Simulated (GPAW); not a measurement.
# Ge (P6_3/mmc) in GPAW: further runs

The runs below take Ge through relaxation of cell and atoms, with RPBE, revPBE.

All numbers are computed with GPAW 26.7.0; they aren't measurements. Logs are shortened: lines on timing, memory, paths and dates and some standing lists are left out, and cuts for length are marked. The log counts tension as positive stress, the text compression.

### Step 1. The structure

Symmetry: P6_3/mmc, No. 194, hexagonal system. The conventional cell has a = 3.998 Å, b = 3.998 Å, c = 6.599 Å, α = 90.00°, β = 90.00°, γ = 120.00°. Around Ge (site symmetry 3m) lie 4 Ge at 2.45 to 2.47 Å.

This isn't the form of Ge at room conditions, which is diamond.

### Step 2. Relaxation of cell and atoms, RPBE

Contents of run.py:

```python
from ase.filters import FrechetCellFilter
from ase.io import read, write
from ase.optimize import BFGS
from gpaw import GPAW, PW

atoms = read('Ge.xyz')

calc = GPAW(mode=PW(600),
            xc='RPBE',
            kpts={'size': (6, 6, 3), 'gamma': True},
            occupations={'name': 'fermi-dirac', 'width': 0.05},
            nbands=18,
            convergence={'density': 1e-05, 'forces': 0.0001},
            maxiter=150,
            txt='gpaw.txt')
atoms.calc = calc
opt = BFGS(FrechetCellFilter(atoms), trajectory='relax.traj', logfile='-')
done = opt.run(fmax=0.02, steps=60)
calc.write('gs.gpw')
write('result.traj', atoms)
print('Converged:', done)
print('Cell:', atoms.cell.cellpar().round(4))
print('Volume:', round(atoms.get_volume(), 4))
print(atoms.get_scaled_positions().round(5))
```

Contents of Ge.xyz:

```xyz
4
Lattice="3.9975858431 0.0000000000 0.0000000000 -1.9987929216 3.4620108940 0.0000000000 0.0000000000 0.0000000000 6.5993779500" Properties=species:S:1:pos:R:3 pbc="T T T"
Ge    -0.0000000002      2.3080072628      6.1842688277
Ge     1.9987929217      1.1540036312      2.8845798527
Ge    -0.0000000002      2.3080072628      3.7147980973
Ge     1.9987929217      1.1540036312      0.4151091223
```

Potentials or basis: the program's PAW data sets (release 1.2.1) made for this functional, pw.

Command:

```bash
> OMP_NUM_THREADS=1 python run.py
```

gpaw.txt:

```text
__  _  _
 | _ |_)|_||  |
 |__||  | ||/\| - 26.7.0

Input parameters:
  mode=PW(ecut=600.0),
  convergence={'density': 1e-05, 'forces': 0.0001},
  kpts=MonkhorstPack(size=(6, 6, 3), gamma=True),
  maxiter=150,
  nbands=18,
  occupations=Occupations(name='fermi-dirac', width=0.05),
  xc=XC(name='RPBE')

Diagonalizing LCAO Hamiltonian
Converting LCAO to pw mode

        Ge

        Ge
            Ge

            Ge

Atoms  # Å, Bohr magnetons
|   | symbol |         x |        y |        z |    initial magnetic moments |
|---|--------|-----------|----------|----------|-----------------------------|
| 0 |     Ge | -0.000000 | 2.308007 | 6.184269 | ( 0.0000,  0.0000,  0.0000) |
| 1 |     Ge |  1.998793 | 1.154004 | 2.884580 | ( 0.0000,  0.0000,  0.0000) |
| 2 |     Ge | -0.000000 | 2.308007 | 3.714798 | ( 0.0000,  0.0000,  0.0000) |
| 3 |     Ge |  1.998793 | 1.154004 | 0.415109 | ( 0.0000,  0.0000,  0.0000) |

Unit cell  # Å
| periodic |         x |        y |        z |  lengths |     angles |
|----------|-----------|----------|----------|----------|------------|
|      yes |  3.997586 | 0.000000 | 0.000000 | 3.997586 |  90.000000 |
|      yes | -1.998793 | 3.462011 | 0.000000 | 3.997586 |  90.000000 |
|      yes |  0.000000 | 0.000000 | 6.599378 | 6.599378 | 120.000000 |

Number of symmetries: 12
Symmetry operations  # r_c * U_cc + t_c -> r_c
|    | kind |            matrix            |
|----|------|------------------------------|
|  0 |  σ   |  1, 1, 0,  0,-1, 0,  0, 0, 1 |
|  1 |  S6  |  1, 1, 0, -1, 0, 0,  0, 0,-1 |
|  2 |  E   |  1, 0, 0,  0, 1, 0,  0, 0, 1 |
|  3 |  C2  |  1, 0, 0, -1,-1, 0,  0, 0,-1 |
|  4 |  C2  |  0, 1, 0,  1, 0, 0,  0, 0,-1 |
|  5 |  C3  |  0, 1, 0, -1,-1, 0,  0, 0, 1 |
|  6 |  S6  |  0,-1, 0,  1, 1, 0,  0, 0,-1 |
|  7 |  σ   |  0,-1, 0, -1, 0, 0,  0, 0, 1 |
|  8 |  σ   | -1, 0, 0,  1, 1, 0,  0, 0, 1 |
[... 150 lines left out ...]
|          3 |         4.569 |     2.000 |
|          4 |         4.569 |     2.000 |
|          5 |         5.895 |     1.990 |
|          6 |         6.067 |     1.720 |
|          7 |         6.173 |     0.845 |
|          8 |         6.173 |     0.845 |
|          9 |         6.207 |     0.546 |
|         10 |         8.329 |     0.000 |
|         11 |         8.329 |     0.000 |
|         12 |         8.825 |     0.000 |
|         13 |        10.614 |     0.000 |
|         14 |        10.614 |     0.000 |
[... 255 lines left out ...]
| 3 |     Ge |  2.051941 | 1.184689 | 0.427501 | ( 0.0000,  0.0000,  0.0000) |

Unit cell  # Å
| periodic |         x |         y |         z |  lengths |     angles |
|----------|-----------|-----------|-----------|----------|------------|
|      yes |  4.103883 |  0.000000 | -0.000000 | 4.103883 |  90.000000 |
|      yes | -2.051941 |  3.554067 | -0.000000 | 4.103883 |  90.000000 |
|      yes | -0.000000 | -0.000000 |  6.757098 | 6.757098 | 120.000000 |

Number of symmetries: 12
Symmetry operations  # r_c * U_cc + t_c -> r_c
|    | kind |            matrix            |
|----|------|------------------------------|
|  0 |  σ   |  1, 1, 0,  0,-1, 0,  0, 0, 1 |
|  1 |  S6  |  1, 1, 0, -1, 0, 0,  0, 0,-1 |
|  2 |  E   |  1, 0, 0,  0, 1, 0,  0, 0, 1 |
|  3 |  C2  |  1, 0, 0, -1,-1, 0,  0, 0,-1 |
|  4 |  C2  |  0, 1, 0,  1, 0, 0,  0, 0,-1 |
|  5 |  C3  |  0, 1, 0, -1,-1, 0,  0, 0, 1 |
|  6 |  S6  |  0,-1, 0,  1, 1, 0,  0, 0,-1 |
|  7 |  σ   |  0,-1, 0, -1, 0, 0,  0, 0, 1 |
|  8 |  σ   | -1, 0, 0,  1, 1, 0,  0, 0, 1 |
[... 195 lines left out ...]
Atoms  # Å, Bohr magnetons
|   | symbol |         x |        y |        z |    initial magnetic moments |
|---|--------|-----------|----------|----------|-----------------------------|
| 0 |     Ge | -0.000000 | 2.370407 | 6.333426 | ( 0.0000,  0.0000,  0.0000) |
| 1 |     Ge |  2.052833 | 1.185203 | 2.953343 | ( 0.0000,  0.0000,  0.0000) |
| 2 |     Ge | -0.000000 | 2.370407 | 3.806824 | ( 0.0000,  0.0000,  0.0000) |
| 3 |     Ge |  2.052833 | 1.185203 | 0.426741 | ( 0.0000,  0.0000,  0.0000) |

Unit cell  # Å
| periodic |         x |         y |        z |  lengths |     angles |
|----------|-----------|-----------|----------|----------|------------|
|      yes |  4.105665 |  0.000000 | 0.000000 | 4.105665 |  90.000000 |
|      yes | -2.052833 |  3.555610 | 0.000000 | 4.105665 |  90.000000 |
|      yes | -0.000000 | -0.000000 | 6.760166 | 6.760166 | 120.000000 |

Number of symmetries: 12
Symmetry operations  # r_c * U_cc + t_c -> r_c
|    | kind |            matrix            |
|----|------|------------------------------|
|  0 |  σ   |  1, 1, 0,  0,-1, 0,  0, 0, 1 |
|  1 |  S6  |  1, 1, 0, -1, 0, 0,  0, 0,-1 |
|  2 |  E   |  1, 0, 0,  0, 1, 0,  0, 0, 1 |
|  3 |  C2  |  1, 0, 0, -1,-1, 0,  0, 0,-1 |
|  4 |  C2  |  0, 1, 0,  1, 0, 0,  0, 0,-1 |
|  5 |  C3  |  0, 1, 0, -1,-1, 0,  0, 0, 1 |
|  6 |  S6  |  0,-1, 0,  1, 1, 0,  0, 0,-1 |
|  7 |  σ   |  0,-1, 0, -1, 0, 0,  0, 0, 1 |
|  8 |  σ   | -1, 0, 0,  1, 1, 0,  0, 0, 1 |
[... 193 lines left out ...]
Atoms  # Å, Bohr magnetons
|   | symbol |         x |        y |        z |    initial magnetic moments |
|---|--------|-----------|----------|----------|-----------------------------|
| 0 |     Ge | -0.000000 | 2.371070 | 6.337321 | ( 0.0000,  0.0000,  0.0000) |
| 1 |     Ge |  2.053407 | 1.185535 | 2.956216 | ( 0.0000,  0.0000,  0.0000) |
| 2 |     Ge | -0.000000 | 2.371070 | 3.805995 | ( 0.0000,  0.0000,  0.0000) |
| 3 |     Ge |  2.053407 | 1.185535 | 0.424890 | ( 0.0000,  0.0000,  0.0000) |

Unit cell  # Å
| periodic |         x |         y |         z |  lengths |     angles |
|----------|-----------|-----------|-----------|----------|------------|
|      yes |  4.106814 |  0.000000 | -0.000000 | 4.106814 |  90.000000 |
|      yes | -2.053407 |  3.556605 |  0.000000 | 4.106814 |  90.000000 |
|      yes | -0.000000 | -0.000000 |  6.762210 | 6.762210 | 120.000000 |

Number of symmetries: 12
Symmetry operations  # r_c * U_cc + t_c -> r_c
|    | kind |            matrix            |
|----|------|------------------------------|
|  0 |  σ   |  1, 1, 0,  0,-1, 0,  0, 0, 1 |
|  1 |  S6  |  1, 1, 0, -1, 0, 0,  0, 0,-1 |
|  2 |  E   |  1, 0, 0,  0, 1, 0,  0, 0, 1 |
|  3 |  C2  |  1, 0, 0, -1,-1, 0,  0, 0,-1 |
|  4 |  C2  |  0, 1, 0,  1, 0, 0,  0, 0,-1 |
|  5 |  C3  |  0, 1, 0, -1,-1, 0,  0, 0, 1 |
|  6 |  S6  |  0,-1, 0,  1, 1, 0,  0, 0,-1 |
|  7 |  σ   |  0,-1, 0, -1, 0, 0,  0, 0, 1 |
|  8 |  σ   | -1, 0, 0,  1, 1, 0,  0, 0, 1 |
[... 164 lines left out ...]
Gap: 0.235 eV
Transition (v -> c):
  (s=0, k=0, n=7, [0.00, 0.00, 0.00]) -> (s=0, k=0, n=8, [0.00, 0.00, 0.00])
No difference between direct/indirect transitions

Stress tensor  # eV/Ang^3
|         x |         y |        z |
|-----------|-----------|----------|
| -0.000132 | -0.000000 | 0.000000 |
| -0.000000 | -0.000132 | 0.000000 |
|  0.000000 |  0.000000 | 0.000783 |

Forces  # eV/Ang
|        x |        y |        z |
|----------|----------|----------|
| -0.00000 | -0.00000 |  0.00741 |  # Ge   0
| -0.00000 | -0.00000 |  0.00741 |  # Ge   1
|  0.00000 | -0.00000 | -0.00741 |  # Ge   2
|  0.00000 |  0.00000 | -0.00741 |  # Ge   3

# Writing to gs.gpw (mode='')
```

Wall time 60 s (1 thread of Arm Neoverse V2, shared host); peak memory 0.2 GiB.

What came out:

* Free energy: -16.6193 eV
* Relaxed volume: 24.69 Å³/atom
* Relaxed cell: a = 4.107 Å, b = 4.107 Å, c = 6.762 Å, α = 90.00°, β = 90.00°, γ = 120.00°
* Space group after relaxing (to 0.05 Å): P6_3/mmc (No. 194)
* Energy gained by relaxing: 28.1 meV/atom
* Ionic steps: 5
* Pressure after relaxing: 0.0 GPa
* Largest force after relaxing: 0.007 eV/Å
* Band gap on the k mesh: 0.23 eV, direct

Forces on the atoms (eV/Å):
```
Ge   0.000  0.000  0.007
Ge   0.000  0.000  0.007
Ge   0.000  0.000 -0.007
Ge   0.000  0.000 -0.007
```

Step by step:
| step | energy change (eV) | largest force (eV/Å) | pressure (GPa) | volume (Å³) |
| --- | --- | --- | --- | --- |
| 1 | 0.0000 | 0.0232 | 5.02 | 91.33 |
| 2 | -0.0210 | 0.0146 | 4.48 | 92.04 |
| 3 | -0.1119 | 0.0651 | 0.09 | 98.56 |
| 4 | -0.1121 | 0.0461 | 0.02 | 98.69 |
| 5 | -0.1123 | 0.0074 | -0.03 | 98.77 |

Final structure:
```
Ge
1.0
     4.10681    0.00000    0.00000
    -2.05341    3.55661    0.00000
     0.00000    0.00000    6.76221
Ge
4
Cartesian
  0.0000 2.3711 6.3373
  2.0534 1.1855 2.9562
  0.0000 2.3711 3.8060
  2.0534 1.1855 0.4249
```

Caveat: later steps reuse the first step's grids; an odd mesh through Γ misses points on the zone boundary, where band edges often lie.

### Step 3. Relaxation of cell and atoms, revPBE

Changes to run.py since step 2:

```diff
@@ -8,3 +8,3 @@
 calc = GPAW(mode=PW(600),
-            xc='RPBE',
+            xc='revPBE',
             kpts={'size': (6, 6, 3), 'gamma': True},
```

Ge.xyz is that of step 2.

Potentials or basis: the program's PAW data sets (release 1.2.1) made for this functional, pw.

Command:

```bash
> OMP_NUM_THREADS=1 python run.py
```

gpaw.txt:

```text
__  _  _
 | _ |_)|_||  |
 |__||  | ||/\| - 26.7.0

Input parameters:
  mode=PW(ecut=600.0),
  convergence={'density': 1e-05, 'forces': 0.0001},
  kpts=MonkhorstPack(size=(6, 6, 3), gamma=True),
  maxiter=150,
  nbands=18,
  occupations=Occupations(name='fermi-dirac', width=0.05),
  xc=XC(name='revPBE')

Diagonalizing LCAO Hamiltonian
Converting LCAO to pw mode

        Ge

        Ge
            Ge

            Ge

Atoms  # Å, Bohr magnetons
|   | symbol |         x |        y |        z |    initial magnetic moments |
|---|--------|-----------|----------|----------|-----------------------------|
| 0 |     Ge | -0.000000 | 2.308007 | 6.184269 | ( 0.0000,  0.0000,  0.0000) |
| 1 |     Ge |  1.998793 | 1.154004 | 2.884580 | ( 0.0000,  0.0000,  0.0000) |
| 2 |     Ge | -0.000000 | 2.308007 | 3.714798 | ( 0.0000,  0.0000,  0.0000) |
| 3 |     Ge |  1.998793 | 1.154004 | 0.415109 | ( 0.0000,  0.0000,  0.0000) |

Unit cell  # Å
| periodic |         x |        y |        z |  lengths |     angles |
|----------|-----------|----------|----------|----------|------------|
|      yes |  3.997586 | 0.000000 | 0.000000 | 3.997586 |  90.000000 |
|      yes | -1.998793 | 3.462011 | 0.000000 | 3.997586 |  90.000000 |
|      yes |  0.000000 | 0.000000 | 6.599378 | 6.599378 | 120.000000 |

Number of symmetries: 12
Symmetry operations  # r_c * U_cc + t_c -> r_c
|    | kind |            matrix            |
|----|------|------------------------------|
|  0 |  σ   |  1, 1, 0,  0,-1, 0,  0, 0, 1 |
|  1 |  S6  |  1, 1, 0, -1, 0, 0,  0, 0,-1 |
|  2 |  E   |  1, 0, 0,  0, 1, 0,  0, 0, 1 |
|  3 |  C2  |  1, 0, 0, -1,-1, 0,  0, 0,-1 |
|  4 |  C2  |  0, 1, 0,  1, 0, 0,  0, 0,-1 |
|  5 |  C3  |  0, 1, 0, -1,-1, 0,  0, 0, 1 |
|  6 |  S6  |  0,-1, 0,  1, 1, 0,  0, 0,-1 |
[... 620 lines left out ...]
| 0.000000 | 0.000000 | -0.000730 |

Forces  # eV/Ang
|        x |        y |        z |
|----------|----------|----------|
|  0.00000 | -0.00000 |  0.06612 |  # Ge   0
| -0.00000 |  0.00000 |  0.06612 |  # Ge   1
|  0.00000 | -0.00000 | -0.06612 |  # Ge   2
|  0.00000 |  0.00000 | -0.06612 |  # Ge   3
[... 10 lines left out ...]
Atoms  # Å, Bohr magnetons
|   | symbol |         x |        y |        z |    initial magnetic moments |
|---|--------|-----------|----------|----------|-----------------------------|
| 0 |     Ge | -0.000000 | 2.364196 | 6.317123 | ( 0.0000,  0.0000,  0.0000) |
| 1 |     Ge |  2.047453 | 1.182098 | 2.945705 | ( 0.0000,  0.0000,  0.0000) |
| 2 |     Ge | -0.000000 | 2.364196 | 3.797132 | ( 0.0000,  0.0000,  0.0000) |
| 3 |     Ge |  2.047453 | 1.182098 | 0.425713 | ( 0.0000,  0.0000,  0.0000) |

Unit cell  # Å
| periodic |         x |        y |         z |  lengths |     angles |
|----------|-----------|----------|-----------|----------|------------|
|      yes |  4.094907 | 0.000000 | -0.000000 | 4.094907 |  90.000000 |
|      yes | -2.047453 | 3.546293 | -0.000000 | 4.094907 |  90.000000 |
|      yes | -0.000000 | 0.000000 |  6.742837 | 6.742837 | 120.000000 |

Number of symmetries: 12
Symmetry operations  # r_c * U_cc + t_c -> r_c
|    | kind |            matrix            |
|----|------|------------------------------|
|  0 |  σ   |  1, 1, 0,  0,-1, 0,  0, 0, 1 |
|  1 |  S6  |  1, 1, 0, -1, 0, 0,  0, 0,-1 |
|  2 |  E   |  1, 0, 0,  0, 1, 0,  0, 0, 1 |
|  3 |  C2  |  1, 0, 0, -1,-1, 0,  0, 0,-1 |
|  4 |  C2  |  0, 1, 0,  1, 0, 0,  0, 0,-1 |
|  5 |  C3  |  0, 1, 0, -1,-1, 0,  0, 0, 1 |
|  6 |  S6  |  0,-1, 0,  1, 1, 0,  0, 0,-1 |
|  7 |  σ   |  0,-1, 0, -1, 0, 0,  0, 0, 1 |
|  8 |  σ   | -1, 0, 0,  1, 1, 0,  0, 0, 1 |
[... 192 lines left out ...]
Atoms  # Å, Bohr magnetons
|   | symbol |         x |        y |        z |    initial magnetic moments |
|---|--------|-----------|----------|----------|-----------------------------|
| 0 |     Ge | -0.000000 | 2.364491 | 6.320359 | ( 0.0000,  0.0000,  0.0000) |
| 1 |     Ge |  2.047709 | 1.182246 | 2.948381 | ( 0.0000,  0.0000,  0.0000) |
| 2 |     Ge | -0.000000 | 2.364491 | 3.795573 | ( 0.0000,  0.0000,  0.0000) |
| 3 |     Ge |  2.047709 | 1.182246 | 0.423596 | ( 0.0000,  0.0000,  0.0000) |

Unit cell  # Å
| periodic |         x |        y |         z |  lengths |     angles |
|----------|-----------|----------|-----------|----------|------------|
|      yes |  4.095419 | 0.000000 | -0.000000 | 4.095419 |  90.000000 |
|      yes | -2.047709 | 3.546737 | -0.000000 | 4.095419 |  90.000000 |
|      yes | -0.000000 | 0.000000 |  6.743955 | 6.743955 | 120.000000 |

Number of symmetries: 12
Symmetry operations  # r_c * U_cc + t_c -> r_c
|    | kind |            matrix            |
|----|------|------------------------------|
|  0 |  σ   |  1, 1, 0,  0,-1, 0,  0, 0, 1 |
|  1 |  S6  |  1, 1, 0, -1, 0, 0,  0, 0,-1 |
|  2 |  E   |  1, 0, 0,  0, 1, 0,  0, 0, 1 |
|  3 |  C2  |  1, 0, 0, -1,-1, 0,  0, 0,-1 |
|  4 |  C2  |  0, 1, 0,  1, 0, 0,  0, 0,-1 |
|  5 |  C3  |  0, 1, 0, -1,-1, 0,  0, 0, 1 |
|  6 |  S6  |  0,-1, 0,  1, 1, 0,  0, 0,-1 |
|  7 |  σ   |  0,-1, 0, -1, 0, 0,  0, 0, 1 |
|  8 |  σ   | -1, 0, 0,  1, 1, 0,  0, 0, 1 |
[... 163 lines left out ...]
Gap: 0.236 eV
Transition (v -> c):
  (s=0, k=0, n=7, [0.00, 0.00, 0.00]) -> (s=0, k=0, n=8, [0.00, 0.00, 0.00])
No difference between direct/indirect transitions

Stress tensor  # eV/Ang^3
|         x |         y |        z |
|-----------|-----------|----------|
| -0.000309 | -0.000000 | 0.000000 |
| -0.000000 | -0.000309 | 0.000000 |
|  0.000000 |  0.000000 | 0.000713 |

Forces  # eV/Ang
|        x |        y |        z |
|----------|----------|----------|
| -0.00000 | -0.00000 |  0.00238 |  # Ge   0
|  0.00000 |  0.00000 |  0.00238 |  # Ge   1
| -0.00000 | -0.00000 | -0.00238 |  # Ge   2
|  0.00000 |  0.00000 | -0.00238 |  # Ge   3

# Writing to gs.gpw (mode='')
```

stdout:

```text
Step          Energy          fmax
BFGS:    0      -16.729389        0.674163
BFGS:    1      -16.746602        0.603815
BFGS:    2      -16.820136        0.067546
BFGS:    3      -16.820370        0.046969
BFGS:    4      -16.820587        0.017449
Converged: True
Cell: [  4.0954   4.0954   6.744   90.      90.     120.    ]
Volume: 97.9585
[[0.33333 0.66667 0.93719]
 [0.66667 0.33333 0.43719]
 [0.33333 0.66667 0.56281]
 [0.66667 0.33333 0.06281]]
```

Run time: 57 s. Hardware: 1 thread of Arm Neoverse V2, shared host; peak memory 0.2 GiB.

What came out:

```yaml
Free_energy: -16.8206 eV
Relaxed_volume: 24.49 Å³/atom
Relaxed_cell: a = 4.095 Å, b = 4.095 Å, c = 6.744 Å, α = 90.00°, β = 90.00°, γ = 120.00°
Space_group_after_relaxing_to_0.05_Å: P6_3/mmc (No. 194)
Energy_gained_by_relaxing: 22.9 meV/atom
Ionic_steps: 5
Pressure_after_relaxing: 0.0 GPa
Band_gap_on_the_k_mesh: 0.24 eV, direct
```

Forces on the atoms (eV/Å):
```
Ge   0.000  0.000  0.002
Ge   0.000  0.000  0.002
Ge   0.000  0.000 -0.002
Ge   0.000  0.000 -0.002
```

Step by step:
```csv
step,energy change (eV),largest force (eV/Å),pressure (GPa),volume (Å³)
1,0.0000,0.0240,4.54,91.33
2,-0.0173,0.0151,4.06,91.97
3,-0.0914,0.0661,0.04,97.88
4,-0.0916,0.0460,0.01,97.92
5,-0.0918,0.0024,-0.01,97.96
```

Final structure:
```
Ge
1.0
     4.09542    0.00000    0.00000
    -2.04771    3.54674    0.00000
     0.00000    0.00000    6.74395
Ge
4
Cartesian
  0.0000 2.3645 6.3204
  2.0477 1.1822 2.9484
  0.0000 2.3645 3.7956
  2.0477 1.1822 0.4236
```

Caveat: later steps reuse the first step's grids; an odd mesh through Γ misses points on the zone boundary, where band edges often lie.
